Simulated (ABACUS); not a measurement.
# Al (Im-3m) in ABACUS: a series of runs

One crystal, Al, is run at these levels: PBE; tasks: equation of state.

All numbers are computed with ABACUS 3.10.1; they aren't measurements. Logs are shortened: lines on timing, memory, paths and dates and some standing lists are left out, and cuts for length are marked.

**1. The crystal as given**

It takes space group Im-3m (No. 229, cubic). The conventional cell has a = 3.182 Å, b = 3.182 Å, c = 3.182 Å, α = 90.00°, β = 90.00°, γ = 90.00°. Al (site symmetry m-3m) is surrounded by 8 Al at 2.76 Å.

This isn't the form of Al at room conditions, which is fcc.

**2. Equation of state, PBE, 15.15 Å³/atom (volume scaled by 0.94)**

INPUT

```
INPUT_PARAMETERS
suffix              Al
calculation         scf
basis_type          lcao
pseudo_dir          ./
orbital_dir         ./
symmetry            1
dft_functional      pbe
ecutwfc             100
pseudo_rcut         10
nspin               1
nbands              6
ks_solver           genelpa
smearing_method     fd
smearing_sigma      0.00367493
scf_thr             1e-07
scf_nmax            100
mixing_type         broyden
mixing_beta         0.7
cal_force           1
cal_stress          1
out_mul             1
```

STRU

```
ATOMIC_SPECIES
Al 26.9815 Al.upf

NUMERICAL_ORBITAL
Al_confined-atom_8au_2s2p1d.orb

LATTICE_CONSTANT
1.8897261246

LATTICE_VECTORS
-1.5587357247 1.5587357247 1.5587357247
1.5587357247 -1.5587357247 1.5587357247
1.5587357247 1.5587357247 -1.5587357247

ATOMIC_POSITIONS
Direct

Al
0.0
1
0.0000000000 0.0000000000 0.0000000000 1 1 1
```

KPT

```
K_POINTS
0
Gamma
12 12 12 0 0 0
```

Potentials or basis: PseudoDojo NC SR 0.4.1 PBE standard, DZP LCAO (the cutoffs set its grid).

Launch:

```bash
$ OMP_NUM_THREADS=1 mpirun -np 4 abacus > log
```

running log:

```text
ABACUS v3.10.1

               Atomic-orbital Based Ab-initio Computation at UStc

 ------------------------------------------------------------------------------------

 READING GENERAL INFORMATION
                           global_out_dir = OUT.Al/
                           global_in_card = INPUT
                               pseudo_dir = ./
                              orbital_dir = ./
                                    DSIZE = 4
                                    GSIZE = 1

 READING UNITCELL INFORMATION
                                    ntype = 1
                  lattice constant (Bohr) = 1.88973
              lattice constant (Angstrom) = 1

 READING ATOM TYPE 1
                               atom label = Al
                      L=0, number of zeta = 2
                      L=1, number of zeta = 2
                      L=2, number of zeta = 1
             number of atom for this type = 1

                        TOTAL ATOM NUMBER = 1
DIRECT COORDINATES
    atom                   x                   y                   z     mag                  vx                  vy                  vz
taud_Al1            0.0000000000        0.0000000000        0.0000000000  0.0000        0.0000000000        0.0000000000        0.0000000000

                          Volume (Bohr^3) = 102.229
                             Volume (A^3) = 15.1488

 Lattice vectors: (Cartesian coordinate: in unit of a_0)
             -1.55874            +1.55874            +1.55874
             +1.55874            -1.55874            +1.55874
             +1.55874            +1.55874            -1.55874
 Reciprocal vectors: (Cartesian coordinate: in unit of 2 pi/a_0)
                   +0           +0.320773           +0.320773
            +0.320773                  +0           +0.320773
            +0.320773           +0.320773                  +0
 The esolver type has been set to : ksdft_lcao

                PAO radial cut off (Bohr) = 10

 Read in pseudopotential file is Al.upf
                     pseudopotential type = NC
          exchange-correlation functional = PBE
                 nonlocal core correction = 1
                        valence electrons = 3
                                     lmax = 2
                           number of zeta = 2
                     number of projectors = 6
                           L of projector = 0
                           L of projector = 0
                           L of projector = 1
                           L of projector = 1
                           L of projector = 2
                           L of projector = 2
     initial pseudo atomic orbital number = 4

 SETUP THE ELECTRONS NUMBER
            electron number of element Al = 3
[... 153 lines left out ...]
                  longest orb rcut (Bohr) = 8
   longest nonlocal projector rcut (Bohr) = 1.78
                     search radius (Bohr) = 19.6
              searching radius is (Bohr)) = 19.6
         searching radius unit is (Bohr)) = 1.89
                         PeriodicBoundary = 1
                        Radius(unit:lat0) = 10.4
                                   glayer = [ 6, 6, 6 ]
                             glayer_minus = [ 5, 5, 5 ]

Find the coordinate range of the input atom(unit:lat0).
                                  min_tau = [ -23.4, -23.4, -23.4 ]
                                  max_tau = [ 23.4, 23.4, 23.4 ]
                                BoxNumber = [ 11, 11, 11 ]

 SETUP EXTENDED REAL SPACE GRID FOR GRID INTEGRATION
                          real space grid = [ 36, 36, 36 ]
                 big cell numbers in grid = [ 12, 12, 12 ]
             meshcell numbers in big cell = [ 3, 3, 3 ]
                        extended fft grid = [ 24, 24, 24 ]
                dimension of extened grid = [ 61, 61, 61 ]
                            UnitCellTotal = 216
              Atom number in sub-FFT-grid = 1
    Local orbitals number in sub-FFT-grid = 13
                                ParaV.nnr = 15043
                                 init_chg = atomic

 LCAO ALGORITHM --------------- ION=   1  ELEC=   1--------------------------------

 Density error is 0.0961819671863
----------------------------------------------------------
     Energy           Rydberg                 eV
----------------------------------------------------------
 E_KohnSham     -4.6197265560        -62.8546043636
 E_Harris       -4.5981069046        -62.5604539160
 E_Fermi        0.6553205235         8.9160931361
----------------------------------------------------------
[... 58 lines left out ...]
 Density error is 1.21523940076e-08
----------------------------------------------------------
     Energy           Rydberg                 eV
----------------------------------------------------------
 E_KohnSham     -4.6195158450        -62.8517374929
 E_KS(sigma->0) -4.6193631552        -62.8496600413
 E_Harris       -4.6195158476        -62.8517375291
 E_band         0.9318059308         12.6778700893
 E_one_elec     3.1454657512         42.7962570796
 E_Hartree      0.0057323107         0.0779920886
 E_xc           -2.2107121703        -30.0782821543
 E_Ewald        -5.5596963569        -75.6435496036
 E_entropy(-TS) -0.0003053796        -0.0041549031
 E_descf        0.0000000000         0.0000000000
 E_exx          0.0000000000         0.0000000000
 E_Fermi        0.6531378099         8.8863957939
----------------------------------------------------------

 charge density convergence is achieved
 final etot is -62.851737493 eV
 EFERMI = 8.8863957939 eV

 STATE ENERGY(eV) AND OCCUPATIONS    NSPIN == 1
 1/72 kpoint (Cartesian) = 0.0000 0.0000 0.0000 (427 pws)
       1       -2.86099     0.00115741
       2        22.6931        0.00000
       3        22.6931        0.00000
       4        22.6931        0.00000
       5        24.9073        0.00000
       6        24.9073        0.00000
[... 33 lines left out ...]
 6/72 kpoint (Cartesian) = 0.13366 -0.13366 0.0000 (433 pws)
       1        2.30677      0.0138889
       2        7.20140      0.0138889
       3        17.6005    2.83662e-78
       4        17.9011    6.94566e-81
       5        19.8889        0.00000
       6        21.3001        0.00000

[... levels at 66 further k points ...]

 correction force for each atom along direction 1 is 3.57707e-16
 correction force for each atom along direction 2 is -7.04463e-16
 correction force for each atom along direction 3 is 1.50782e-15
------------------------------------------------------------------------------------------
 TOTAL-FORCE (eV/Angstrom)
------------------------------------------------------------------------------------------
                       Al1         0.0000000000         0.0000000000         0.0000000000
------------------------------------------------------------------------------------------

----------------------------------------------------------------
 TOTAL-STRESS (KBAR)
----------------------------------------------------------------
        99.8997095792         0.0000000000         0.0000000000
         0.0000000000        99.8997095792        -0.0000000000
        -0.0000000000         0.0000000000        99.8997095792
----------------------------------------------------------------
 TOTAL-PRESSURE: 99.899710 KBAR

 --------------------------------------------
 !FINAL_ETOT_IS -62.8517374928777315 eV
 --------------------------------------------
```

stdout:

```text
ABACUS v3.10.1

               Atomic-orbital Based Ab-initio Computation at UStc

 UNIFORM GRID DIM        : 36 * 36 * 36
 UNIFORM GRID DIM(BIG)   : 12 * 12 * 12
 ---------------------------------------------------------
[... 24 lines left out ...]
----------------------------------------------------------------
 TOTAL-STRESS (KBAR)
----------------------------------------------------------------
        99.8997095792         0.0000000000         0.0000000000
         0.0000000000        99.8997095792        -0.0000000000
        -0.0000000000         0.0000000000        99.8997095792
----------------------------------------------------------------
 TOTAL-PRESSURE: 99.899710 KBAR
```

It took 3.4 s on 4 MPI ranks of AMD EPYC 7B13 (Zen 3), shared host; peak memory 0.36 GiB.

Results:

- Free energy: -62.8517 eV
- Pressure: 10.0 GPa
- Band gap on the k mesh: none (metal or under the smearing width)

Caveat: the atomic orbitals were generated for these runs and aren't a published set; the basis of atomic orbitals isn't converged, which shifts pressures, moduli and gaps.

**3. Equation of state, PBE, 15.47 Å³/atom (volume scaled by 0.96)**

INPUT is that of step 2.

STRU

```
ATOMIC_SPECIES
Al 26.9815 Al.upf

NUMERICAL_ORBITAL
Al_confined-atom_8au_2s2p1d.orb

LATTICE_CONSTANT
1.8897261246

LATTICE_VECTORS
-1.5697130985 1.5697130985 1.5697130985
1.5697130985 -1.5697130985 1.5697130985
1.5697130985 1.5697130985 -1.5697130985

ATOMIC_POSITIONS
Direct

Al
0.0
1
0.0000000000 0.0000000000 0.0000000000 1 1 1
```

KPT is that of step 2.

Potentials or basis: PseudoDojo NC SR 0.4.1 PBE standard, DZP LCAO (the cutoffs set its grid).

Launch:

```bash
$ OMP_NUM_THREADS=1 mpirun -np 4 abacus > log
```

Wall time 3.4 s (4 MPI ranks of AMD EPYC 7B13 (Zen 3), shared host); peak memory 0.36 GiB.

It converged, with:

- Free energy: -62.8696 eV
- Pressure: 7.8 GPa
- Band gap on the k mesh: none (metal or under the smearing width)

Caveat: the atomic orbitals were generated for these runs and aren't a published set; the basis of atomic orbitals isn't converged, which shifts pressures, moduli and gaps.

**4. Equation of state, PBE, 15.79 Å³/atom (volume scaled by 0.98)**

INPUT is that of step 3.

STRU

```
ATOMIC_SPECIES
Al 26.9815 Al.upf

NUMERICAL_ORBITAL
Al_confined-atom_8au_2s2p1d.orb

LATTICE_CONSTANT
1.8897261246

LATTICE_VECTORS
-1.5805390481 1.5805390481 1.5805390481
1.5805390481 -1.5805390481 1.5805390481
1.5805390481 1.5805390481 -1.5805390481

ATOMIC_POSITIONS
Direct

Al
0.0
1
0.0000000000 0.0000000000 0.0000000000 1 1 1
```

KPT is that of step 3.

Launch:

```bash
$ OMP_NUM_THREADS=1 mpirun -np 4 abacus > log
```

Wall time 3.2 s (4 MPI ranks of AMD EPYC 7B13 (Zen 3), shared host); peak memory 0.36 GiB.

It converged, with:

- Free energy: -62.8832 eV
- Pressure: 5.8 GPa
- Band gap on the k mesh: none (metal or under the smearing width)

Caveat: the atomic orbitals were generated for these runs and aren't a published set; the basis of atomic orbitals isn't converged, which shifts pressures, moduli and gaps.

**5. Equation of state, PBE, 16.12 Å³/atom**

INPUT is that of step 4.

STRU

```
ATOMIC_SPECIES
Al 26.9815 Al.upf

NUMERICAL_ORBITAL
Al_confined-atom_8au_2s2p1d.orb

LATTICE_CONSTANT
1.8897261246

LATTICE_VECTORS
-1.5912186900 1.5912186900 1.5912186900
1.5912186900 -1.5912186900 1.5912186900
1.5912186900 1.5912186900 -1.5912186900

ATOMIC_POSITIONS
Direct

Al
0.0
1
0.0000000000 0.0000000000 0.0000000000 1 1 1
```

KPT is that of step 4.

Launch:

```bash
$ OMP_NUM_THREADS=1 mpirun -np 4 abacus > log
```

It took 3 s on 4 MPI ranks of AMD EPYC 7B13 (Zen 3), shared host; peak memory 0.36 GiB.

It converged, with:

```yaml
Free_energy: -62.8930 eV
Pressure: 4.0 GPa
Band_gap_on_the_k_mesh: none (metal or under the smearing width)
```

Caveat: the atomic orbitals were generated for these runs and aren't a published set; the basis of atomic orbitals isn't converged, which shifts pressures, moduli and gaps.

**6. Equation of state, PBE, 16.44 Å³/atom (volume scaled by 1.02)**

INPUT is that of step 5.

STRU

```
ATOMIC_SPECIES
Al 26.9815 Al.upf

NUMERICAL_ORBITAL
Al_confined-atom_8au_2s2p1d.orb

LATTICE_CONSTANT
1.8897261246

LATTICE_VECTORS
-1.6017568692 1.6017568692 1.6017568692
1.6017568692 -1.6017568692 1.6017568692
1.6017568692 1.6017568692 -1.6017568692

ATOMIC_POSITIONS
Direct

Al
0.0
1
0.0000000000 0.0000000000 0.0000000000 1 1 1
```

KPT is that of step 5.

Potentials or basis: PseudoDojo NC SR 0.4.1 PBE standard, DZP LCAO (the cutoffs set its grid).

Launch:

```bash
$ OMP_NUM_THREADS=1 mpirun -np 4 abacus > log
```

Wall time 3 s (4 MPI ranks of AMD EPYC 7B13 (Zen 3), shared host); peak memory 0.36 GiB.

It converged, with:

- Free energy: -62.8994 eV
- Pressure: 2.4 GPa
- Band gap on the k mesh: none (metal or under the smearing width)

Caveat: the atomic orbitals were generated for these runs and aren't a published set; the basis of atomic orbitals isn't converged, which shifts pressures, moduli and gaps.

**7. Equation of state, PBE, 16.76 Å³/atom (volume scaled by 1.04)**

INPUT is that of step 6.

STRU

```
ATOMIC_SPECIES
Al 26.9815 Al.upf

NUMERICAL_ORBITAL
Al_confined-atom_8au_2s2p1d.orb

LATTICE_CONSTANT
1.8897261246

LATTICE_VECTORS
-1.6121581793 1.6121581793 1.6121581793
1.6121581793 -1.6121581793 1.6121581793
1.6121581793 1.6121581793 -1.6121581793

ATOMIC_POSITIONS
Direct

Al
0.0
1
0.0000000000 0.0000000000 0.0000000000 1 1 1
```

KPT is that of step 6.

Launch:

```bash
$ OMP_NUM_THREADS=1 mpirun -np 4 abacus > log
```

Wall time 2.9 s (4 MPI ranks of AMD EPYC 7B13 (Zen 3), shared host); peak memory 0.36 GiB.

It converged, with:

```
Free energy            : -62.9027 eV
Pressure               : 0.9 GPa
Band gap on the k mesh : none (metal or under the smearing width)
```

Caveat: the atomic orbitals were generated for these runs and aren't a published set; the basis of atomic orbitals isn't converged, which shifts pressures, moduli and gaps.

**8. Equation of state, PBE, 17.08 Å³/atom (volume scaled by 1.06)**

INPUT is that of step 7.

STRU

```
ATOMIC_SPECIES
Al 26.9815 Al.upf

NUMERICAL_ORBITAL
Al_confined-atom_8au_2s2p1d.orb

LATTICE_CONSTANT
1.8897261246

LATTICE_VECTORS
-1.6224269796 1.6224269796 1.6224269796
1.6224269796 -1.6224269796 1.6224269796
1.6224269796 1.6224269796 -1.6224269796

ATOMIC_POSITIONS
Direct

Al
0.0
1
0.0000000000 0.0000000000 0.0000000000 1 1 1
```

KPT is that of step 7.

Launch:

```bash
$ OMP_NUM_THREADS=1 mpirun -np 4 abacus > log
```

Wall time 2.9 s (4 MPI ranks of AMD EPYC 7B13 (Zen 3), shared host); peak memory 0.36 GiB.

The run converged. Its results:

```yaml
Free_energy: -62.9031 eV
Pressure: -0.4 GPa
Band_gap_on_the_k_mesh: none (metal or under the smearing width)
```

Caveat: the atomic orbitals were generated for these runs and aren't a published set; the basis of atomic orbitals isn't converged, which shifts pressures, moduli and gaps.

**9. Equation of state, PBE**

Potentials or basis: PseudoDojo NC SR 0.4.1 PBE standard, DZP LCAO (the cutoffs set its grid).

This step only gathers the single runs of the series.

Results:

* Equilibrium volume: 16.97 Å³/atom
* Bulk modulus: 69 GPa
* Pressure derivative of the bulk modulus: 4.1

Energy against volume, from the lowest point:
| volume (Å³/atom) | energy (meV/atom) |
| --- | --- |
| 15.149 | 51.35 |
| 15.471 | 33.52 |
| 15.793 | 19.91 |
| 16.116 | 10.08 |
| 16.438 | 3.69 |
| 16.760 | 0.43 |
| 17.083 | 0.00 |

Caveat: the atomic orbitals were generated for these runs and aren't a published set; the basis of atomic orbitals isn't converged, which shifts pressures, moduli and gaps.
